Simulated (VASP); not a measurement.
# MgS (P6_3mc) in VASP: further runs

The runs below take MgS through single point, relaxation of cell and atoms, with PBE, LDA.

All numbers are computed with VASP 6.6.1; they aren't measurements. Logs are shortened: lines on timing, memory, paths and dates and some standing lists are left out, and cuts for length are marked.

## 1. The crystal as given

The structure is hexagonal, space group P6_3mc (No. 186). The conventional cell has a = 4.035 Å, b = 4.035 Å, c = 6.432 Å, α = 90.00°, β = 90.00°, γ = 120.00°. S (site symmetry 3m) is surrounded by 4 Mg at 2.45 to 2.47 Å. Mg (site symmetry 3m) is surrounded by 4 S at 2.45 to 2.47 Å.

The cell comes from a database or a generator and needn't be the stable form of this composition.

## 2. Single point, PBE

The input, INCAR:

```
PREC = Accurate
ENCUT = 500
EDIFF = 1E-6
ISMEAR = 0
SIGMA = 0.02
LREAL = F
LASPH = T
NELM = 80
ALGO = Normal
ISIF = 2
LWAVE = F
LCHARG = F
GGA = PE
NBANDS = 16
```

The input, KPOINTS:

```
regular mesh
0
Gamma
  3 3 2
```

The input, POSCAR:

```
MgS
1.0
    4.0346224068      0.0000000000      0.0000000000
   -2.0173112034      3.4940854990      0.0000000000
    0.0000000000      0.0000000000      6.4322941800
S Mg
2 2
Direct
    0.6666666667      0.3333333333      0.8792441500
    0.3333333333      0.6666666667      0.3792441500
    0.3333333333      0.6666666667      0.9957548500
    0.6666666667      0.3333333333      0.4957548500
```

Potentials or basis: VASP PAW PBE potentials, release 64 (S_GW, Mg_GW).

Run with:

```sh
$ cat potpaw_PBE.64/S_GW/POTCAR potpaw_PBE.64/Mg_GW/POTCAR > POTCAR
$ mpirun -np 1 vasp_std > vasp.out
```

OUTCAR:

```text
PREC = Accurate
   ENCUT = 500
   EDIFF = 1E-6
   ISMEAR = 0
   LREAL = F
   LASPH = T
   NELM = 80
   ISIF = 2
   GGA = PE

 ion  position               nearest neighbor table
   1  0.667  0.333  0.879-   3 2.45   3 2.45   3 2.45   4 2.47
   2  0.333  0.667  0.379-   4 2.45   4 2.45   4 2.45   3 2.47
   3  0.333  0.667  0.996-   1 2.45   1 2.45   1 2.45   2 2.47
   4  0.667  0.333  0.496-   2 2.45   2 2.45   2 2.45   1 2.47

  LATTYP: Found a hexagonal cell.
 ALAT       =     4.0346224068
 C/A-ratio  =     1.5942741430

  Lattice vectors:

 A1 = (   4.0346224068,   0.0000000000,   0.0000000000)
 A2 = (  -2.0173112034,   3.4940854990,   0.0000000000)
 A3 = (   0.0000000000,   0.0000000000,   6.4322941800)

Analysis of symmetry for initial positions (statically):
=====================================================================
 Subroutine PRICEL returns:
 Original cell was already a primitive cell.

 Routine SETGRP: Setting up the symmetry group for a
 hexagonal supercell.

 Subroutine GETGRP returns: Found 12 space group operations
 (whereof  6 operations were pure point group operations)
 out of a pool of 24 trial point group operations.

The static configuration has the point symmetry C_3v.
 The point group associated with its full space group is C_6v.

Analysis of symmetry for dynamics (positions and initial velocities):
=====================================================================
 Subroutine PRICEL returns:
 Original cell was already a primitive cell.

 Routine SETGRP: Setting up the symmetry group for a
 hexagonal supercell.

 Subroutine GETGRP returns: Found 12 space group operations
 (whereof  6 operations were pure point group operations)
 out of a pool of 24 trial point group operations.

The dynamic configuration has the point symmetry C_3v.
 The point group associated with its full space group is C_6v.

 Subroutine INISYM returns: Found 12 space group operations
 (whereof  6 operations are pure point group operations),
 and found     1 'primitive' translations

----------------------------------------------------------------------------------------

                                     Primitive cell

  volume of cell :      90.6781

[... 71 lines left out ...]
   ENCUT  =  500.0 eV  36.75 Ry    6.06 a.u.   7.36  7.36 11.73*2*pi/ulx,y,z
   NELM   =     80;   NELMIN=  2; NELMDL= -5     # of ELM steps
   EDIFF  = 0.1E-05   stopping-criterion for ELM
   LREAL  =      F    real-space projection
   EDIFFG = 0.1E-04   stopping-criterion for IOM
   NSW    =      0    number of steps for IOM
   IBRION =     -1    ionic relax: 0-MD 1-quasi-New 2-CG
   NFREE  =      0    steps in history (QN), initial steepest desc. (CG)
   ISIF   =      2    stress and relaxation
   ISYM   =      2    0-nonsym 1-usesym 2-fastsym
   POTIM  = 0.5000    time-step for ionic-motion
   TEBEG  =    0.0;   TEEND  =   0.0 temperature during run
   PSTRESS=    0.0 pullay stress
   NELECT =      16.0000    total number of electrons
   NUPDOWN=      -1.0000    fix difference up-down
   EMIN   =  10.00;   EMAX   =-10.00  energy-range for DOS
   EFERMI =   0.00;   METHOD = LEGACY
   ISMEAR =     0;   SIGMA  =   0.02  broadening in eV -4-tet -1-fermi 0-gaus
   EFERMI_NEDOS =   21; number of points for ismear=-14 and -15
   IALGO  =     38    algorithm
   IMIX   =      4    mixing-type and parameters
     AMIX     =   0.40;   BMIX     =  1.00
     AMIX_MAG =   1.60;   BMIX_MAG =  1.00
  volume/ion in A,a.u.               =      22.67       152.98
  Fermi-wavevector in a.u.,A,eV,Ry     =   0.918221  1.735187 11.471486  0.843130
  Thomas-Fermi vector in A             =   2.043279
   LORBIT       =      0    0 simple, 1 ext, 2 COOP (PROOUT), +10 PAW based schemes
   GGA     = PE    functional components
   LHFCALC =     F    Hartree Fock is set to
   AEXX    =    0.0000 exact exchange contribution
   IVDW    =     0    specifies the selected vdW correction
   LEPSILON=     F    determine dielectric tensor
   LRPA    =     F    only Hartree local field effects (RPA)
 non-spin polarized calculation
 Gauss-broadening in eV      SIGMA  =   0.02
  energy-cutoff  :      500.00
  volume of cell :       90.68
 maximum number of plane-waves:      2340
 NGX is ok and might be reduce to    30
   NGX = 15   NGY = 15   NGZ = 23

 number of electron      16.0000002 magnetization

 Free energy of the ion-electron system (eV)
  ---------------------------------------------------
  ext. energy  EPLUGINS =         0.00000000
  ---------------------------------------------------
  free energy    TOTEN  =       -16.89944309 eV

  energy without entropy =      -16.89944309  energy(sigma->0) =      -16.89944309

 E-fermi :   1.3817     XC(G=0):  -8.3888

 val. band max:        1.2347724571   @ k =   0.0000   0.0000   0.0000
 cond. band min:       4.6589171496   @ k =   0.0000   0.0000   0.0000
 fundamental gap:      3.4241446925
 Fermi energy:         1.3817302769

 k-point     1 :       0.0000    0.0000    0.0000
  band No.  band energies     occupation
      1     -10.1774      2.00000
      2      -9.4455      2.00000
      3      -1.9932      2.00000
      4       0.6530      2.00000
      5       0.6530      2.00000
      6       1.0730      2.00000
[... 91 lines left out ...]
      3      -1.5769      2.00000
      4      -1.5769      2.00000
      5      -0.7654      2.00000
      6      -0.7654      2.00000
[... 8 lines left out ...]
     15      10.4846      0.00000
     16      10.4846      0.00000

------------------------ aborting loop because EDIFF is reached ----------------------------------------

  FORCE on cell =-STRESS in cart. coord.  units (eV):
  Direction    XX          YY          ZZ          XY          YZ          ZX
  --------------------------------------------------------------------------------------
  -------------------------------------------------------------------------------------
  Total        0.8073720      0.8073720      0.2926428      0.0000000      0.0000000     -0.0000000
  in kB       14.2653337     14.2653337      5.1706611      0.0000000      0.0000000     -0.0000000
  external PRESSURE =      11.2337762 kB  Pullay stress =       0.0000000 kB

 VOLUME and BASIS-vectors are now :
 -----------------------------------------------------------------------------
  energy-cutoff  :      500.00
  volume of cell :       90.68
      direct lattice vectors                 reciprocal lattice vectors
     4.034622407  0.000000000  0.000000000     0.247854669  0.143098960  0.000000000
    -2.017311203  3.494085499  0.000000000     0.000000000  0.286197919  0.000000000
     0.000000000  0.000000000  6.432294180     0.000000000  0.000000000  0.155465526

 POSITION                                       TOTAL-FORCE (eV/Angst)
 -----------------------------------------------------------------------------------
      2.01731      1.16470      5.65556        -0.000000      0.000000     -0.039645
     -0.00000      2.32939      2.43941         0.000000     -0.000000     -0.039645
     -0.00000      2.32939      6.40499         0.000000      0.000000      0.039645
      2.01731      1.16470      3.18884        -0.000000     -0.000000      0.039645
 -----------------------------------------------------------------------------------
    total drift:                               -0.000000     -0.000000     -0.000112

  FREE ENERGIE OF THE ION-ELECTRON SYSTEM (eV)
  ---------------------------------------------------
  free  energy   TOTEN  =       -16.8994430886 eV

  energy  without entropy=      -16.8994430886  energy(sigma->0) =      -16.89944309
```

OSZICAR:

```text
N       E                     dE             d eps       ncg     rms          rms(c)
DAV:   1     0.618266326003E+02    0.61827E+02   -0.58608E+03   192   0.790E+02
DAV:   2    -0.127263985393E+02   -0.74553E+02   -0.65050E+02   320   0.141E+02
DAV:   3    -0.177764338382E+02   -0.50500E+01   -0.50235E+01   280   0.390E+01
DAV:   4    -0.179509967694E+02   -0.17456E+00   -0.17454E+00   320   0.807E+00
DAV:   5    -0.179528637121E+02   -0.18669E-02   -0.18669E-02   280   0.812E-01    0.444E+00
DAV:   6    -0.169563930867E+02    0.99647E+00   -0.15081E+00   208   0.589E+00    0.196E+00
DAV:   7    -0.168821340382E+02    0.74259E-01   -0.41724E-01   264   0.313E+00    0.945E-01
DAV:   8    -0.168996516222E+02   -0.17518E-01   -0.25271E-02   200   0.124E+00    0.157E-01
DAV:   9    -0.168989487991E+02    0.70282E-03   -0.22369E-03   304   0.304E-01    0.482E-02
DAV:  10    -0.168994434544E+02   -0.49466E-03   -0.73261E-04   200   0.148E-01    0.221E-02
DAV:  11    -0.168994424897E+02    0.96476E-06   -0.13664E-04   288   0.697E-02    0.776E-03
DAV:  12    -0.168994430886E+02   -0.59889E-06   -0.90482E-06   240   0.170E-02
   1 F= -.16899443E+02 E0= -.16899443E+02  d E =-.223342E-26
```

stdout:

```text
POSCAR found type information on POSCAR S Mg
 POSCAR found :  2 types and       4 ions
 scaLAPACK will be used
 LDA part: xc-table for (Slater+PW92), standard interpolation
 POSCAR, INCAR and KPOINTS ok, starting setup
 FFT: planning ... GRIDC
 FFT: planning ... GRID_SOFT
 FFT: planning ... GRID
 WAVECAR not read
 entering main loop
```

Run time: 7.1 s. Hardware: 1 thread of Intel Xeon 6975P-C (Granite Rapids), shared host; peak memory 0.19 GiB.

What came out:

| Quantity | Value |
| --- | --- |
| Free energy | -16.8994 eV |
| Pressure | 1.1 GPa |
| Largest force | 0.040 eV/Å |
| Band gap on the k mesh | 3.42 eV, direct |

Forces in eV/Å, atoms in the order of the input:
```
S    0.000  0.000 -0.040
S    0.000  0.000 -0.040
Mg   0.000  0.000  0.040
Mg   0.000  0.000  0.040
```

Caveat: the k mesh is coarse (spacing up to 0.60 Å⁻¹), so the values aren't converged.

## 3. Relaxation of cell and atoms, LDA

The input, INCAR:

```
PREC     = Accurate       # precision mode
ENCUT    = 600            # plane-wave cutoff, eV
EDIFF    = 1E-6           # SCF threshold, eV
ISMEAR   = -1             # smearing method
SIGMA    = 0.05           # smearing width, eV
LREAL    = F              # projectors in reciprocal space
LASPH    = T              # aspherical terms in the spheres
NELM     = 80             # most SCF steps
ALGO     = Normal         # electronic algorithm
ISIF     = 3              # what is computed and relaxed
LWAVE    = F              # write WAVECAR
LCHARG   = F              # write CHGCAR
GGA      = CA             # functional
IBRION   = 2              # ionic algorithm
NSW      = 60             # ionic steps
EDIFFG   = -0.02          # ionic threshold
```

The input, KPOINTS:

```
Automatic mesh
0
Gamma
  6 6 3
```

POSCAR is that of step 2.

Potentials or basis: VASP PAW LDA potentials, release 64 (S, Mg).

Run with:

```sh
$ cat potpaw_LDA.64/S/POTCAR potpaw_LDA.64/Mg/POTCAR > POTCAR
$ mpirun -np 1 vasp_std > vasp.out
```

Run time: 27 s. Hardware: 1 thread of Intel Xeon Platinum 8488C (Sapphire Rapids), shared host; peak memory 0.19 GiB.

It converged, with:

| Item | Value |
| --- | --- |
| Free energy | -18.8228 eV |
| Relaxed volume | 21.76 Å³/atom |
| Relaxed cell | a = 3.981 Å, b = 3.981 Å, c = 6.340 Å, α = 90.00°, β = 90.00°, γ = 120.00° |
| Space group after relaxing (to 0.05 Å) | P6_3mc (No. 186) |
| Energy gained by relaxing | 7.0 meV/atom |
| Ionic steps | 3 |
| Pressure after relaxing | 0.0 GPa |
| Largest force after relaxing | 0.018 eV/Å |
| Band gap on the k mesh | 3.37 eV, direct |

Forces on the atoms (eV/Å):
```
S    0.000  0.000 -0.018
S    0.000  0.000 -0.018
Mg   0.000  0.000  0.018
Mg   0.000  0.000  0.018
```

The path:
| step | energy change (eV) | largest force (eV/Å) | pressure (GPa) | volume (Å³) |
| --- | --- | --- | --- | --- |
| 1 | 0.0000 | 0.0537 | -2.36 | 90.68 |
| 2 | -0.0271 | 0.0102 | 0.50 | 86.36 |
| 3 | -0.0281 | 0.0181 | 0.01 | 87.02 |

Final structure:
```cif
data_structure
_symmetry_space_group_name_H-M 'P 1'
_symmetry_Int_Tables_number 1
_cell_length_a 3.9811
_cell_length_b 3.9811
_cell_length_c 6.3403
_cell_angle_alpha 90.000
_cell_angle_beta 90.000
_cell_angle_gamma 120.000
_cell_volume 87.02
loop_
_atom_site_label
_atom_site_type_symbol
_atom_site_fract_x
_atom_site_fract_y
_atom_site_fract_z
_atom_site_occupancy
S1 S 0.66667 0.33333 0.87891 1
S2 S 0.33333 0.66667 0.37890 1
Mg1 Mg 0.33333 0.66667 0.99609 1
Mg2 Mg 0.66667 0.33333 0.49609 1
```

Levels at points of the mesh, in eV from the valence-band top:
| k point | band 5 | band 6 | band 7 | band 8 | band 9 | band 10 | band 11 | band 12 |
| --- | --- | --- | --- | --- | --- | --- | --- | --- |
| (0.00, 0.00, 0.00) | -0.61 | -0.16 | -0.16 | 0.00 | 3.37 | 4.56 | 7.36 | 7.36 |
| (0.50, 0.00, 0.00) | -2.03 | -1.33 | -1.02 | -0.49 | 4.50 | 5.02 | 5.72 | 7.35 |

## 4. Relaxation of cell and atoms, PBE

INCAR, as its differences from that of step 3:

```diff
@@ -12,3 +12,3 @@
 LCHARG   = F              # write CHGCAR
-GGA      = CA             # functional
+GGA      = PE             # functional
 IBRION   = 2              # ionic algorithm
```

KPOINTS is that of step 3.

POSCAR is that of step 3.

Potentials or basis: VASP PAW PBE potentials, release 64 (S, Mg).

Run with:

```sh
$ cat potpaw_PBE.64/S/POTCAR potpaw_PBE.64/Mg/POTCAR > POTCAR
$ mpirun -np 1 vasp_std > vasp.out
```

OUTCAR:

```text
PREC = Accurate
   ENCUT = 600
   EDIFF = 1E-6
   ISMEAR = -1
   LREAL = F
   LASPH = T
   NELM = 80
   ISIF = 3
   GGA = PE
   IBRION = 2
   NSW = 60
   EDIFFG = -0.02

 ion  position               nearest neighbor table
   1  0.667  0.333  0.879-   3 2.45   3 2.45   3 2.45   4 2.47
   2  0.333  0.667  0.379-   4 2.45   4 2.45   4 2.45   3 2.47
   3  0.333  0.667  0.996-   1 2.45   1 2.45   1 2.45   2 2.47
   4  0.667  0.333  0.496-   2 2.45   2 2.45   2 2.45   1 2.47

  LATTYP: Found a hexagonal cell.
 ALAT       =     4.0346224068
 C/A-ratio  =     1.5942741430

  Lattice vectors:

 A1 = (   4.0346224068,   0.0000000000,   0.0000000000)
 A2 = (  -2.0173112034,   3.4940854990,   0.0000000000)
 A3 = (   0.0000000000,   0.0000000000,   6.4322941800)
[... 179 lines left out ...]
  Total        0.5801675      0.5801675      0.4380115      0.0000000      0.0000000      0.0000000
  in kB       10.2508922     10.2508922      7.7391595      0.0000000      0.0000000      0.0000000
  external PRESSURE =       9.4136479 kB  Pullay stress =       0.0000000 kB
[... 139 lines left out ...]
--------------------------------------- Ionic step        5  -------------------------------------------

 number of electron      15.9999998 magnetization

 Free energy of the ion-electron system (eV)
  ---------------------------------------------------
  ext. energy  EPLUGINS =         0.00000000
  ---------------------------------------------------
  free energy    TOTEN  =       -16.98029136 eV

  energy without entropy =      -16.98029136  energy(sigma->0) =      -16.98029136

 E-fermi :   2.1240     XC(G=0):  -8.3212

 val. band max:        1.0897490735   @ k =   0.0000   0.0000   0.0000
 cond. band min:       4.4517465486   @ k =   0.0000   0.0000   0.0000
 fundamental gap:      3.3619974751
 Fermi energy:         2.1239837403

 k-point     1 :       0.0000    0.0000    0.0000
  band No.  band energies     occupation
      1     -10.2587      2.00000
      2      -9.5529      2.00000
      3      -2.0694      2.00000
      4       0.5276      2.00000
      5       0.5276      2.00000
      6       0.9409      2.00000
      7       0.9409      2.00000
      8       1.0897      2.00000
      9       4.4517      0.00000
     10       5.7131      0.00000
     11       8.5396      0.00000
     12       8.5396      0.00000
[... 224 lines left out ...]
  FREE ENERGIE OF THE ION-ELECTRON SYSTEM (eV)
  ---------------------------------------------------
  free  energy   TOTEN  =       -16.9802913580 eV

  energy  without entropy=      -16.9802913579  energy(sigma->0) =      -16.98029136

 reached required accuracy - stopping structural energy minimisation
```

OSZICAR:

```text
N       E                     dE             d eps       ncg     rms          rms(c)
DAV:   1     0.766364683643E+02    0.76636E+02   -0.66129E+03   336   0.121E+03
DAV:   2    -0.115553937551E+02   -0.88192E+02   -0.82482E+02   528   0.170E+02
DAV:   3    -0.179000595199E+02   -0.63447E+01   -0.63244E+01   428   0.536E+01
[... 32 lines left out ...]
DAV:   1    -0.169802929533E+02   -0.10373E-03   -0.26605E-03   344   0.330E-01    0.304E-02
DAV:   2    -0.169802961988E+02   -0.32456E-05   -0.13889E-04   392   0.947E-02    0.128E-02
DAV:   3    -0.169802930997E+02    0.30991E-05   -0.26182E-06   388   0.139E-02    0.955E-03
DAV:   4    -0.169802912889E+02    0.18108E-05   -0.47437E-06   356   0.145E-02    0.189E-03
DAV:   5    -0.169802913580E+02   -0.69008E-07   -0.44052E-07   168   0.515E-03
   5 F= -.16980291E+02 E0= -.16980291E+02  d E =-.102483E-03
```

Wall time 42 s (1 thread of Intel Xeon Platinum 8488C (Sapphire Rapids), shared host); peak memory 0.22 GiB.

What came out:

| Item | Value |
| --- | --- |
| Free energy | -16.9803 eV |
| Relaxed volume | 23.04 Å³/atom |
| Relaxed cell | a = 4.057 Å, b = 4.057 Å, c = 6.463 Å, α = 90.00°, β = 90.00°, γ = 120.00° |
| Space group after relaxing (to 0.05 Å) | P6_3mc (No. 186) |
| Energy gained by relaxing | 1.2 meV/atom |
| Ionic steps | 5 |
| Pressure after relaxing | 0.0 GPa |
| Largest force after relaxing | 0.017 eV/Å |
| Band gap on the k mesh | 3.36 eV, direct |

Forces in eV/Å, atoms in the order of the input:
```
S    0.000  0.000 -0.017
S    0.000  0.000 -0.017
Mg   0.000  0.000  0.017
Mg   0.000  0.000  0.017
```

The path:
```csv
step,energy change (eV),largest force (eV/Å),pressure (GPa),volume (Å³)
1,0.0000,0.0487,0.94,90.68
2,-0.0045,0.0172,-0.17,92.44
3,-0.0046,0.0215,-0.02,92.18
4,-0.0046,0.0221,0.01,92.15
5,-0.0047,0.0169,0.01,92.15
```

Final structure:
```cif
data_structure
_symmetry_space_group_name_H-M 'P 1'
_symmetry_Int_Tables_number 1
_cell_length_a 4.0573
_cell_length_b 4.0573
_cell_length_c 6.4634
_cell_angle_alpha 90.000
_cell_angle_beta 90.000
_cell_angle_gamma 120.000
_cell_volume 92.15
loop_
_atom_site_label
_atom_site_type_symbol
_atom_site_fract_x
_atom_site_fract_y
_atom_site_fract_z
_atom_site_occupancy
S1 S 0.66667 0.33333 0.87878 1
S2 S 0.33333 0.66667 0.37878 1
Mg1 Mg 0.33333 0.66667 0.99622 1
Mg2 Mg 0.66667 0.33333 0.49622 1
```

PBE gaps usually lie below the measured ones, often by a third to a half.

## 5. The reference run

An earlier run on the cell as given: functional PBE; potentials or basis VASP PAW PBE potentials, release 64 (S, Mg); cutoff 520 eV; k mesh 8 × 8 × 4; occupations fermi-dirac, width 0.05 eV; no spin polarisation.

- Pressure: 0.9 GPa
- Largest force: 0.048 eV/Å
- Band gap on the k mesh: 3.43 eV, direct

## 6. The runs side by side

| task | level | potentials or basis | cell | k mesh | cutoff (eV) | smearing | mesh quality | gap on the mesh (eV) | pressure (GPa) | relaxed volume (Å³/atom) | largest force (eV/Å) |
| --- | --- | --- | --- | --- | --- | --- | --- | --- | --- | --- | --- |
| single point | PBE | VASP PAW PBE potentials, release 64 (S_GW, Mg_GW) | as given | 3 × 3 × 2 | 500 | gaussian 0.02 eV | coarse | 3.42 | 1.1 | - | 0.04 |
| relaxation of cell and atoms | LDA | VASP PAW LDA potentials, release 64 (S, Mg) | relaxed | 6 × 6 × 3 | 600 | fermi-dirac 0.05 eV | not flagged | 3.37 | 0.0 | 21.76 | 0.02 |
| relaxation of cell and atoms | PBE | VASP PAW PBE potentials, release 64 (S, Mg) | relaxed | 6 × 6 × 3 | 600 | fermi-dirac 0.05 eV | not flagged | 3.36 | 0.0 | 23.04 | 0.02 |
| single point | PBE | VASP PAW PBE potentials, release 64 (S, Mg) | as given | 8 × 8 × 4 | 520 | fermi-dirac 0.05 eV | not flagged | 3.43 | 0.9 | - | 0.05 |

Alike in all rows: no spin polarisation.

Caveats: some runs use coarse meshes.

Total energies depend on the potentials used, so only differences within one code and one set of settings carry meaning.
